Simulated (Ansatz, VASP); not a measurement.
**Be in VASP and in Ansatz**

```xyz
2
Lattice="2.2408 0.0000 0.0000 -1.1204 1.9406 0.0000 0.0000 0.0000 3.5285" Properties=species:S:1:pos:R:3 pbc="T T T"
Be    0.0000    1.2938    0.8821
Be    1.1204    0.6469    2.6464
```

Alike in both runs: functional PBE; k mesh 30 × 30 × 16; occupations gaussian, width 0.1 eV; no spin polarisation.

Ansatz relaxed the structure, and its values are those at the end. VASP's run is a single point on that final structure, the one shown.

```csv
,VASP,Ansatz
version,VASP 6.6.1,Ansatz 0.2.0
potentials or method,"VASP PAW PBE potentials, release 64 (Be)","scalar-relativistic, plane waves, PAW"
plane-wave cutoff (eV),520,420
valence electrons in the cell,4,4
```

```tsv
	VASP	Ansatz	Ansatz less VASP
gap on the k mesh at the Fermi level (eV)	none	none	-
pressure (GPa)	4.1	3.9	-0.17
```

A gap of «none» marks a metal or a gap that the smearing closes. With one functional, cell and mesh, what is left measures potentials, basis and numerics.
